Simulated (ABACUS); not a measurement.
# KF (Pm-3m) in ABACUS: notebook

One crystal, KF, is run at these levels: PBE; tasks: single point.

Program: ABACUS 3.10.1. These are calculated values, not measurements. Logs are shortened: lines on timing, memory, paths and dates and some standing lists are left out, and cuts for length are marked.

### Step 1. The crystal as given

It takes space group Pm-3m (No. 221, cubic). Conventional cell: a = 3.259 Å, b = 3.259 Å, c = 3.259 Å, α = 90.00°, β = 90.00°, γ = 90.00°. Around K (site symmetry m-3m) lie 8 F at 2.82 Å. F (site symmetry m-3m) is surrounded by 8 K at 2.82 Å.

The cell comes from a database or a generator and needn't be the stable form of this composition.

### Step 2. Single point, PBE

INPUT

```
INPUT_PARAMETERS
suffix              KF
calculation         scf
basis_type          lcao
pseudo_dir          ./
orbital_dir         ./
symmetry            1
dft_functional      pbe
ecutwfc             100
pseudo_rcut         10
nspin               1
nbands              12
ks_solver           genelpa
smearing_method     fd
smearing_sigma      0.00367493
scf_thr             1e-07
scf_nmax            100
mixing_type         broyden
mixing_beta         0.7
cal_force           1
cal_stress          1
out_mul             1
```

STRU

```
ATOMIC_SPECIES
K 39.0983 K.upf
F 18.9984 F.upf

NUMERICAL_ORBITAL
K_confined-atom_10au_3s2p1d.orb
F_confined-atom_6au_2s2p1d.orb

LATTICE_CONSTANT
1.8897261246

LATTICE_VECTORS
3.2589550000 0.0000000000 0.0000000000
0.0000000000 3.2589550000 0.0000000000
0.0000000000 0.0000000000 3.2589550000

ATOMIC_POSITIONS
Direct

K
0.0
1
0.0000000000 0.0000000000 0.0000000000 1 1 1

F
0.0
1
0.5000000000 0.5000000000 0.5000000000 1 1 1
```

KPT

```
K_POINTS
0
Gamma
8 8 8 0 0 0
```

Potentials or basis: PseudoDojo NC SR 0.4.1 PBE standard, DZP LCAO (the cutoffs set its grid).

Started as:

```bash
$ OMP_NUM_THREADS=1 mpirun -np 4 abacus > log
```

running log:

```text
ABACUS v3.10.1

               Atomic-orbital Based Ab-initio Computation at UStc

 ------------------------------------------------------------------------------------

 READING GENERAL INFORMATION
                           global_out_dir = OUT.KF/
                           global_in_card = INPUT
                               pseudo_dir = ./
                              orbital_dir = ./
                                    DSIZE = 4
                                    GSIZE = 1

 READING UNITCELL INFORMATION
                                    ntype = 2
                  lattice constant (Bohr) = 1.88973
              lattice constant (Angstrom) = 1

 READING ATOM TYPE 1
                               atom label = K
                      L=0, number of zeta = 3
                      L=1, number of zeta = 2
                      L=2, number of zeta = 1
             number of atom for this type = 1

 READING ATOM TYPE 2
                               atom label = F
                      L=0, number of zeta = 2
                      L=1, number of zeta = 2
                      L=2, number of zeta = 1
             number of atom for this type = 1

                        TOTAL ATOM NUMBER = 2
DIRECT COORDINATES
    atom                   x                   y                   z     mag                  vx                  vy                  vz
taud_K1            0.0000000000        0.0000000000        0.0000000000  0.0000        0.0000000000        0.0000000000        0.0000000000
taud_F1            0.5000000000        0.5000000000        0.5000000000  0.0000        0.0000000000        0.0000000000        0.0000000000

                          Volume (Bohr^3) = 233.578
                             Volume (A^3) = 34.6126

 Lattice vectors: (Cartesian coordinate: in unit of a_0)
             +3.25895                  +0                  +0
                   +0            +3.25895                  +0
                   +0                  +0            +3.25895
 Reciprocal vectors: (Cartesian coordinate: in unit of 2 pi/a_0)
            +0.306847                  -0                  +0
                   -0           +0.306847                  -0
                   +0                  -0           +0.306847
 The esolver type has been set to : ksdft_lcao

                PAO radial cut off (Bohr) = 10

 Read in pseudopotential file is K.upf
                     pseudopotential type = NC
          exchange-correlation functional = PBE
                 nonlocal core correction = 1
                        valence electrons = 9
                                     lmax = 2
[... 199 lines left out ...]
Find the coordinate range of the input atom(unit:lat0).
                                  min_tau = [ -13, -13, -13 ]
                                  max_tau = [ 14.7, 14.7, 14.7 ]
                                BoxNumber = [ 9, 9, 9 ]

 SETUP EXTENDED REAL SPACE GRID FOR GRID INTEGRATION
                          real space grid = [ 40, 40, 40 ]
                 big cell numbers in grid = [ 8, 8, 8 ]
             meshcell numbers in big cell = [ 5, 5, 5 ]
                        extended fft grid = [ 13, 13, 13 ]
                dimension of extened grid = [ 35, 35, 35 ]
                            UnitCellTotal = 125
              Atom number in sub-FFT-grid = 2
    Local orbitals number in sub-FFT-grid = 27
                                ParaV.nnr = 19012
                                 init_chg = atomic

 LCAO ALGORITHM --------------- ION=   1  ELEC=   1--------------------------------

 Density error is 0.0827673379317
----------------------------------------------------------
     Energy           Rydberg                 eV
----------------------------------------------------------
 E_KohnSham     -109.5298350994      -1490.2298583520
 E_Harris       -107.1152795436      -1457.3781446553
 E_Fermi        0.2461747872         3.3493798098
----------------------------------------------------------
[... 91 lines left out ...]
 Density error is 7.58822813358e-09
----------------------------------------------------------
     Energy           Rydberg                 eV
----------------------------------------------------------
 E_KohnSham     -109.6271504557      -1491.5539017008
 E_KS(sigma->0) -109.6271504557      -1491.5539017008
 E_Harris       -109.6271502216      -1491.5538985160
 E_band         -8.1481006681        -110.8605969638
 E_one_elec     -34.8901100254       -474.7043001930
 E_Hartree      25.5796516499        348.0290152938
 E_xc           -24.0172470414       -326.7714100367
 E_Ewald        -76.2994450388       -1038.1072067650
 E_entropy(-TS) -0.0000000000        -0.0000000000
 E_descf        0.0000000000         0.0000000000
 E_exx          0.0000000000         0.0000000000
 E_Fermi        0.5469154826         7.4411668874
----------------------------------------------------------

 charge density convergence is achieved
 final etot is -1491.5539017 eV
 EFERMI = 7.4411668874 eV

 STATE ENERGY(eV) AND OCCUPATIONS    NSPIN == 1
 1/35 kpoint (Cartesian) = 0.0000 0.0000 0.0000 (985 pws)
       1       -24.2550     0.00390625
       2       -15.9224     0.00390625
       3       -7.28788     0.00390625
       4       -7.28788     0.00390625
       5       -7.28788     0.00390625
       6        2.88166     0.00390625
       7        2.88166     0.00390625
       8        2.88166     0.00390625
       9        9.08477    2.06838e-17
      10        11.2348    4.37353e-36
      11        11.2348    4.37353e-36
      12        16.4250    3.62318e-81
[... 57 lines left out ...]
 6/35 kpoint (Cartesian) = 0.038356 0.038356 0.0000 (983 pws)
       1       -24.2198      0.0468750
       2       -15.9270      0.0468750
       3       -7.40710      0.0468750
       4       -7.35790      0.0468750
       5       -7.25720      0.0468750
       6        2.58627      0.0468750
       7        2.77565      0.0468750
       8        2.85494      0.0468750
       9        9.90368    1.91340e-23
      10        11.5859    4.67524e-38
      11        11.8499    2.38289e-40
      12        15.9570    5.04847e-76

[... levels at 29 further k points ...]

 correction force for each atom along direction 1 is -3.08939e-14
 correction force for each atom along direction 2 is -2.23495e-14
 correction force for each atom along direction 3 is -3.13413e-14
------------------------------------------------------------------------------------------
 TOTAL-FORCE (eV/Angstrom)
------------------------------------------------------------------------------------------
                        K1         0.0000000000         0.0000000000         0.0000000000
                        F1         0.0000000000         0.0000000000         0.0000000000
------------------------------------------------------------------------------------------

----------------------------------------------------------------
 TOTAL-STRESS (KBAR)
----------------------------------------------------------------
        -3.3746434038         0.0000000000         0.0000000000
         0.0000000000        -3.3746434038         0.0000000000
         0.0000000000         0.0000000000        -3.3746434038
----------------------------------------------------------------
 TOTAL-PRESSURE: -3.374643 KBAR

 --------------------------------------------
 !FINAL_ETOT_IS -1491.5539017008163682 eV
 --------------------------------------------
```

mulliken.txt:

```text
 0
CALCULATE THE MULLIkEN ANALYSIS FOR EACH ATOM
 Total charge:	16
Decomposed Mulliken populations
[... 39 lines left out ...]
px                                     1              0.0150
py                                     1              0.0084
SUM OVER M                                            0.0250
SUM OVER M+Zeta                                       5.7710

dz^2                                   0              0.0011
dxz                                    0              0.0013
dyz                                    0              0.0008
dx^2-y^2                               0              0.0011
dxy                                    0              0.0013
SUM OVER M                                            0.0056
SUM OVER M+Zeta                                       0.0056

SUM OVER M+Zeta+L                                     7.7803

Total Charge on atom:                  F              7.7803
```

Wall time 5.5 s (4 MPI ranks of AMD EPYC 7B13 (Zen 3), shared host); peak memory 0.4 GiB.

What came out:

```
Free energy            : -1491.5539 eV
Pressure               : -0.3 GPa
Band gap on the k mesh : 6.15 eV, indirect (least direct gap 6.20 eV)
Mulliken charges       : K +0.78; F -0.78 e
```

Caveat: the atomic orbitals were generated for these runs and aren't a published set; Mulliken charges move with the basis; the basis of atomic orbitals isn't converged, which shifts pressures, moduli and gaps.

### Step 3. Single point, PBE (atoms moved at random, drawn with an rms of 0.05 Å)

INPUT is that of step 2.

STRU: that of step 2 with these lines changed.

```diff
@@ -22,3 +22,3 @@
 1
-0.0000000000 0.0000000000 0.0000000000 1 1 1
+-0.0011440000 0.0091140000 -0.0103870000 1 1 1
 
@@ -27,2 +27,2 @@
 1
-0.5000000000 0.5000000000 0.5000000000 1 1 1
+0.5052220000 0.4918970000 0.4872750000 1 1 1
```

KPT is that of step 2.

Potentials or basis: PseudoDojo NC SR 0.4.1 PBE standard, DZP LCAO (the cutoffs set its grid).

Started as:

```bash
$ OMP_NUM_THREADS=1 mpirun -np 4 abacus > log
```

Wall time 7.4 s (4 MPI ranks of AMD EPYC 7B13 (Zen 3), shared host); peak memory 0.44 GiB.

The run converged. Its results:

```
Free energy            : -1491.5526 eV
Pressure               : -0.3 GPa
Largest force          : 0.043 eV/Å
Band gap on the k mesh : 6.15 eV, indirect (least direct gap 6.20 eV)
Mulliken charges       : K +0.78; F -0.78 e
```

Forces in eV/Å, atoms in the order of the input:
```
K    0.015 -0.040 -0.006
F   -0.015  0.040  0.006
```

Levels at points of the mesh, in eV from the valence-band top:
| k point | band 4 | band 5 | band 6 | band 7 | band 8 | band 9 | band 10 | band 11 | band 12 |
| --- | --- | --- | --- | --- | --- | --- | --- | --- | --- |
| (0.00, 0.00, 0.00) | -10.22 | -10.22 | -0.06 | -0.06 | -0.05 | 6.15 | 8.30 | 8.31 | 13.49 |
| (0.50, 0.00, 0.00) | -10.11 | -10.11 | -1.24 | -0.17 | -0.17 | 9.23 | 9.25 | 11.70 | 12.25 |
| (0.00, 0.50, 0.00) | -10.11 | -10.11 | -1.24 | -0.17 | -0.17 | 9.23 | 9.26 | 11.72 | 12.24 |
| (0.50, 0.50, 0.00) | -10.98 | -10.03 | -0.62 | -0.62 | 0.00 | 8.53 | 8.84 | 11.73 | 11.73 |
| (0.00, 0.00, 0.50) | -10.11 | -10.11 | -1.24 | -0.17 | -0.17 | 9.23 | 9.25 | 11.69 | 12.24 |
| (0.50, 0.00, 0.50) | -10.99 | -10.03 | -0.62 | -0.62 | 0.00 | 8.54 | 8.84 | 11.73 | 11.73 |
| (0.00, 0.50, 0.50) | -10.98 | -10.03 | -0.62 | -0.62 | 0.00 | 8.53 | 8.84 | 11.73 | 11.73 |
| (0.50, 0.50, 0.50) | -10.79 | -10.79 | -1.05 | -1.05 | -1.05 | 10.42 | 10.42 | 10.43 | 15.01 |

Caveat: the atomic orbitals were generated for these runs and aren't a published set; Mulliken charges move with the basis; the basis of atomic orbitals isn't converged, which shifts pressures, moduli and gaps. A k mesh can miss the band edges.

### Step 4. Single point, PBE

INPUT: that of step 3 with these lines changed.

```diff
@@ -11,3 +11,3 @@
 nspin               1
-nbands              12
+nbands              9
 ks_solver           genelpa
@@ -22 +22,4 @@
 out_mul             1
+out_chg             1
+out_pot             2
+out_elf             1
```

STRU

```
ATOMIC_SPECIES
K 39.0983 K.upf
F 18.9984 F.upf

NUMERICAL_ORBITAL
K_confined-atom_10au_2s1p.orb
F_confined-atom_6au_1s1p.orb

LATTICE_CONSTANT
1.8897261246

LATTICE_VECTORS
3.2589550000 0.0000000000 0.0000000000
0.0000000000 3.2589550000 0.0000000000
0.0000000000 0.0000000000 3.2589550000

ATOMIC_POSITIONS
Direct

K
0.0
1
0.0000000000 0.0000000000 0.0000000000 1 1 1

F
0.0
1
0.5000000000 0.5000000000 0.5000000000 1 1 1
```

KPT is that of step 3.

Potentials or basis: PseudoDojo NC SR 0.4.1 PBE standard, SZ LCAO (the cutoffs set its grid).

Started as:

```bash
$ OMP_NUM_THREADS=1 mpirun -np 4 abacus > log
```

It took 2.4 s on 4 MPI ranks of AMD EPYC 7B13 (Zen 3), shared host; peak memory 0.36 GiB.

The run converged, but some of its settings lie outside the range that counts as converged, so its numbers aren't taken as properties of the crystal.

What came out:

```yaml
Free_energy: -1489.4956 eV
Pressure: 6.1 GPa
Band_gap_on_the_k_mesh: 3.63 eV, indirect (least direct gap 3.69 eV)
Mulliken_charges: K +0.68; F -0.68 e
```

Caveat: the atomic orbitals were generated for these runs and aren't a published set; Mulliken charges move with the basis; the basis of atomic orbitals isn't converged, which shifts pressures, moduli and gaps.
